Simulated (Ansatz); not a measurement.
The cell is COD entry 9008845, as deposited and not checked against the literature; nothing was relaxed.

GaAs: DFT, PBE, all-electron PAW with datasets made for the crystal, scalar-relativistic (Ansatz 0.2.0).

```yaml
crystal:
  lattice:
    - [0.0, 2.82685, 2.82685]
    - [2.82685, 0.0, 2.82685]
    - [2.82685, 2.82685, 0.0]
  atoms:
    - { symbol: Ga, position: [0.0, 0.0, 0.0] }
    - { symbol: As, position: [0.75, 0.75, 0.75] }
kpoints:
  mp_grid: { grid: [10, 10, 10] }
  band_path:
    path:
      - [0.0, 0.0, 0.0]
      - [-0.5, -0.5, 0.0]
      - [-0.375, -0.375, 0.25]
      - [-0.375, 0.0, 0.375]
      - [0.0, 0.0, 0.0]
      - [0.0, 0.0, 0.5]
      - [-0.5, -0.25, 0.25]
      - [-0.5, -0.5, 0.0]
    npoints: 8
scf:
  occupations: { method: fermi_dirac, width: 0.08 }
hamiltonian:
  xc: pbe
  pseudopotentials: { kind: all_electron, datasets: crystal }
output:
  forces: true
  stress: true
  eigenvalues: true
  efg: { contact_densities: true }
```

Output:

```
hamiltonian.pseudopotentials.datasets: crystal makes datasets for this crystal and solves the spheres of its atoms anew in each pass: cutoff 220.0 eV, the density's 1100.0 eV; for an error of 0.50 meV an atom under PBE, 1.0 meV for the cell; an energy difference from a run of another recipe may be off by several times the error for the cell, under r2SCAN by more, where some 0.1 meV an atom stays at smaller errors; Ga in spheres of 1.376 Å, 13 of its electrons in bands; As in spheres of 1.069 Å, 5 of its electrons in bands, 10 on its site; only band paths and densities of states list, in semicore columns, the levels of the semicore shells that are solved separately: 3d of As
Engine: ansatz 0.2.0
Pseudopotentials: kind: all_electron
Pseudopotential: Ga, paw, valence charge 13, recommended cutoff 220 eV (normal), Koelling and Harmon's equation, gaussian nucleus
Pseudopotential: As, paw, valence charge 15, recommended cutoff 220 eV (normal), Koelling and Harmon's equation, gaussian nucleus
Functional definition: PBE
  parameter kappa = 0.804
  parameter beta = 0.06672455060314922
  exchange = pbe_x(kappa = kappa, mu = beta*pi^2/3)
  correlation = pbe_c(beta = beta)
Crystal: 2 atoms, lattice volume = 45.179 Å³
Basis set: ecut = 220 eV, 331 PW (Γ), exchange–correlation on 48×48×48 points (8 copies of the dense FFT grid, shifted against one another)
Bands: 13, of which v1, the nominal top of the filled ones, is band 9 counted from 1 (8 counted from 0)
Symmetry: 24 space group operations
Space group: F-43m (ITA 216), of the structure as read, at distance tolerance 3.6e-5 Å
k-points: 47 of 1000 (time reversal used)
Non-local potential: Ga, projectors of the file, l = 0: 1, l = 1: 1, l = 2: 2
Non-local potential: As, projectors of the file, l = 0: 1, l = 1: 1
PAW form: soft (Blöchl's): semilocal exchange-correlation on the pseudo side does not see the compensation charge
PAW one-centre angular grid: Ga, 590 points (default); XC on its mesh's 1917 points in the sphere
PAW one-centre angular grid: As, 110 points (default); XC on its mesh's 1825 points in the sphere
Initial density: superposition of atomic densities (neutral atoms: chi_scale 0, normalization atom)
Initial wavefunctions: pseudopotential atomic-orbital guess
Functional: x = pbe(κ = 0.804, μ = 0.2195149727645171), c = pbe(β = 0.06672455060314922)
iter 1 solved again at ethr=3.33e-3 eV; its pass at ethr=1.00e-1 eV (dr2=6.00e-1 eV) is discarded
SCF iter   1: F=—  HF=-114424.513813 eV  |F-HF|=—  |Δ(HF+E_count)|=         —  Δρ=3.40e-2  dr2=6.27e-1  ethr=3.33e-3  ⟨swp⟩=3.6  Hψ=3547  notcnv=0
preconditioner: auto → none  [insulator: Δε(μ)=0.614 eV  Ē_g=15.087 eV  σ=0.080 eV  W_gap=0.94  n_scr=14 (ndim 8)  ℏωp=23.4 eV  f_vac=0.000  D(μ)=0.00/eV (n_scr^D=0)  ε∞_Penn≈3.4]
SCF iter   2: F=—  HF=-114424.444634 eV  |F-HF|=—  |Δ(HF+E_count)|=   6.92e-2  Δρ=1.46e-2  dr2=7.56e-2  ethr=3.33e-3  ⟨swp⟩=3.1  Hψ=1523  notcnv=0
SCF iter   3: F=—  HF=-114424.460048 eV  |F-HF|=—  |Δ(HF+E_count)|=   1.54e-2  Δρ=4.86e-3  dr2=1.72e-2  ethr=4.20e-4  ⟨swp⟩=3.0  Hψ=1271  notcnv=0
iter 4 solved again at ethr=4.36e-7 eV; its pass at ethr=9.53e-5 eV (dr2=7.85e-5 eV) is discarded
SCF iter   4: F=—  HF=-114424.455222 eV  |F-HF|=—  |Δ(HF+E_count)|=   4.83e-3  Δρ=5.84e-4  dr2=7.73e-5  ethr=4.36e-7  ⟨swp⟩=3.0  Hψ=3336  notcnv=0
SCF iter   5: F=—  HF=-114424.455257 eV  |F-HF|=—  |Δ(HF+E_count)|=   3.54e-5  Δρ=2.59e-4  dr2=2.02e-5  ethr=4.30e-7  ⟨swp⟩=3.0  Hψ=1463  notcnv=0
SCF iter   6: F=—  HF=-114424.455277 eV  |F-HF|=—  |Δ(HF+E_count)|=   1.99e-5  Δρ=1.00e-4  dr2=2.83e-6  ethr=1.12e-7  ⟨swp⟩=3.0  Hψ=1308  notcnv=0
SCF iter   7: F=—  HF=-114424.455286 eV  |F-HF|=—  |Δ(HF+E_count)|=   8.85e-6  Δρ=1.21e-5  dr2=5.56e-8  ethr=1.57e-8  ⟨swp⟩=3.0  Hψ=1229  notcnv=0
SCF iter   8: F=-114424.455286 eV  HF=-114424.455286 eV  |F-HF|=2.59e-9  |Δ(HF+E_count)|=   1.92e-7  Δρ=1.49e-6  dr2=5.31e-10  ethr=3.09e-10  ⟨swp⟩=3.0  Hψ=1464  notcnv=0
SCF 1 converged in 8 iterations: F = -114424.455284 eV  dr2 = 5.31e-10
  Residual-converged pass: ⟨swp⟩=2.9  Hψ=1142  notcnv=0  max |occ|·‖R‖ = 5.3e-6 eV (tolerance 5.3e-6 eV)  dr2=5.35e-10  dr2_onsite=1.74e-9  max |Δocc| = 6.8e-10
  greatest PAW one-centre occupation: 0.995 electrons in one spin orbital (limit 2), on the Ga atom at site 0 (counted from 0), in its partial waves of l = 2
NSCF: frozen V_eff on 57 k-points
SCF converged after 8 iterations
Free energy (F): -114424.455284 eV
Harris-Foulkes:  -114424.455284 eV  (|F-HF|=2.59e-9)
Internal energy: -114424.455132 eV  (E = F + TS)
E sigma→0 (E₀):  -114424.455208 eV
Entropy (-TS):   -0.000152 eV (-0.076 meV/atom)
Past the cutoff: the bands carry plane waves up to 1.75 times it, of which those up to 1.5 times it add -0.000256 eV an atom, each by itself; the spheres take 0.000444 eV an atom off the energy for waves past 1.75 times it
By the cutoff:   a pressure is off by up to 0.008 GPa (1.2 times the spheres' own share and the shells' term, over an atom's volume, and 0.004 GPa: a bound that held against runs at twice the plane waves)
Past the cutoffs: a stress includes 0.0027 GPa for waves and charges beyond them, in addition to the slope of what the spheres take
In the spheres:  the bands' charges fall short by 4.9e-7 e at most (sound up to 1e-3), those of shells solved beside the bands by 2.0e-7 e (sound up to 5e-4)
Fermi energy:    9.691917 eV
--- Per-component energies (eV) ---
  The terms above E_closure are by the made datasets' own strengths, without shells solved beside the bands.
--- Forces (eV/Å), atoms counted from 1 ---
  atom   1  Ga    -0.00000000     0.00000000     0.00000000
  atom   2  As     0.00000000    -0.00000000     0.00000000
  max |Σ_I F_I| component: 8.33e-17 eV/Å
--- Stress (GPa, compression-positive) ---
        3.292881       0.000000      -0.000000
       -0.000000       3.292881       0.000000
       -0.000000       0.000000       3.292881
  P = ⅓ Tr σ = 3.2929 GPa (32.929 kbar)
  It holds what live shells' own plane waves past their cutoff add
--- PAW observables at the nuclei: V_zz in 10²¹ V/m², potentials from the cell's mean, atoms counted from 1 ---
  atom   1  Ga V_zz =    -0.000000   η = 0.0000   by run symmetry: forbidden
            electrostatic potential = -4130.742435 V   contact ρ = 187488.636774 e/Å³
  atom   2  As V_zz =    -0.000000   η = 0.0000   by run symmetry: forbidden
            electrostatic potential = -4514.470745 V   contact ρ = 235564.382916 e/Å³
--- Band table (eV; the first three rows and the last of 47) ---
  k-point 0: bands = ["-5.4229", "-5.4229", "-5.4229", "-5.3445", "-5.3445", "-3.3743", "9.3518", "9.3518", "9.3518", "9.8732", "13.0939"]
  k-point 1: bands = ["-5.4320", "-5.4205", "-5.4205", "-5.3446", "-5.3446", "-3.2566", "7.8429", "9.1934", "9.1934", "10.8335", "13.3292"]
  k-point 2: bands = ["-5.4542", "-5.4148", "-5.4148", "-5.3446", "-5.3446", "-2.9188", "6.0589", "8.8515", "8.8515", "10.9414", "13.7894"]
  k-point 46: bands = ["-5.5248", "-5.3894", "-5.3784", "-5.3567", "-5.3395", "-0.8225", "2.7106", "5.8940", "6.0681", "13.2758", "13.3989"]
```
